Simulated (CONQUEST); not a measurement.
Cu2O (Cuprite):

```
Cu O
1.0
     4.26000    0.00000    0.00000
     0.00000    4.26000    0.00000
     0.00000    0.00000    4.26000
Cu O
4 2
Direct
  0.74106 0.23844 0.25084
  0.23665 0.74585 0.25011
  0.75575 0.75453 0.75562
  0.24860 0.25484 0.74473
  0.50465 0.50802 0.50324
  0.99968 0.00252 0.00127
```

The cell isn't the ideal one: atoms moved at random, drawn with an rms of 0.05 Å.

Base run:

- Program: CONQUEST 1.3
- Functional: PBE
- Potentials or basis: PseudoDojo NC PBE, DZ, grid cutoff 150 Ha
- k mesh: 5 × 5 × 5
- Occupations: fermi-dirac, width 0.05 eV
- Spin: no spin polarisation

Its results: band gap on the k mesh 0.51 eV, direct; pressure 5.3 GPa; largest force 0.695 eV/Å.

Question: The run is repeated on the same cell with these changes: potentials or basis from PseudoDojo NC PBE, DZ, grid cutoff 150 Ha to PseudoDojo NC PBE, SZP, grid cutoff 150 Ha. What comes out?

Answer: Band gap on the k mesh 0.98 eV, direct; pressure 6.7 GPa; largest force 0.648 eV/Å.

Caveats: the atomic basis is small; an odd mesh through Γ misses points on the zone boundary, where band edges often lie; the basis of atomic orbitals isn't converged, which shifts pressures, moduli and gaps.
